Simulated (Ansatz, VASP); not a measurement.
## KBr: VASP beside Ansatz

```xyz
2
Lattice="0.0000 3.3647 3.3647 3.3647 0.0000 3.3647 3.3647 3.3647 0.0000" Properties=species:S:1:pos:R:3 pbc="T T T"
Br    3.3647    3.3647    3.3647
K     0.0000    0.0000    0.0000
```

Change from the starting cell: volume scaled by 1.06.

Alike in both runs: task single point; functional PBEsol; k mesh 7 × 7 × 7; occupations fermi-dirac, width 0.05 eV; collinear spin.

```csv
,VASP,Ansatz
version,VASP 6.6.1,Ansatz 0.2.0
potentials or method,"VASP PAW PBE potentials, release 64 (Br, K_sv), cutoff 520 eV","all-electron LAPW, point nuclei"
```

|  | VASP | Ansatz | Ansatz less VASP |
| --- | --- | --- | --- |
| gap on the k mesh at the Fermi level (eV) | 4.14 | 4.15 | +0.002 |
| least direct gap on the mesh (eV) | 4.14 | 4.15 | +0.002 |
| pressure (GPa) | -1.0 | -1.0 | -0.04 |
| net moment per atom (μB) | 0.00 | 0.00 | 0.000 |

Ansatz ran all-electron here, so the differences hold the error of VASP's frozen core and of both bases.

Caveats: an odd mesh through Γ misses points on the zone boundary, where band edges often lie; the PAW data sets were made with another functional, which shifts forces and pressure a little (VASP); the starting moments weren't kept (Ansatz).
